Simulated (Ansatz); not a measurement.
Equation of state of W under RPBE+D4

```
CELL_PARAMETERS angstrom
-1.58234 1.58234 1.58234
1.58234 -1.58234 1.58234
1.58234 1.58234 -1.58234
ATOMIC_POSITIONS crystal
W 0.00000 0.00000 0.00000
```

The cell was scaled at fixed shape and fractions and run with Ansatz, Ansatz PAW, cutoff 420 eV; RPBE+D4, k mesh 12 × 12 × 12 on the cell of 1 atom, fermi-dirac occupations of 0.05 eV, no spin polarisation, no spin-orbit coupling. The potentials were made for PBE. Energies are those that the program minimises, any entropy of the smearing included. For a metal such a mesh isn't converged to the digits shown.

```csv
V (Å³/atom),energy over the lowest row (meV/atom)
14.8967,46.35
15.2137,16.64
15.5306,?
15.8476,0.00
16.1646,10.49
16.4815,31.96
16.7985,63.40
```

Problem. Fit the third-order Birch-Murnaghan form, give V0, B0 and B′, and predict the energy left open.

Solution. With y = (V0/V)^(2/3), E = E0 + (9 V0 B0/16) [(y - 1)³ B′ + (y - 1)² (6 - 4y)]. Least squares through the rows shown give V0 = 15.7289 Å³/atom, E0 = -0.86 meV, B0 = 314.9 GPa (1 eV/Å³ = 160.218 GPa) and B′ = 3.83, with a largest miss of 0.02 meV. At V = 15.5306 the form with these constants gives 1.65 meV; the run gave 1.66 meV an atom. Measured volume: 15.8 Å³/atom (arxiv:2311.02034), so the fit lies -0.5 % from it. The runs are for a static lattice.
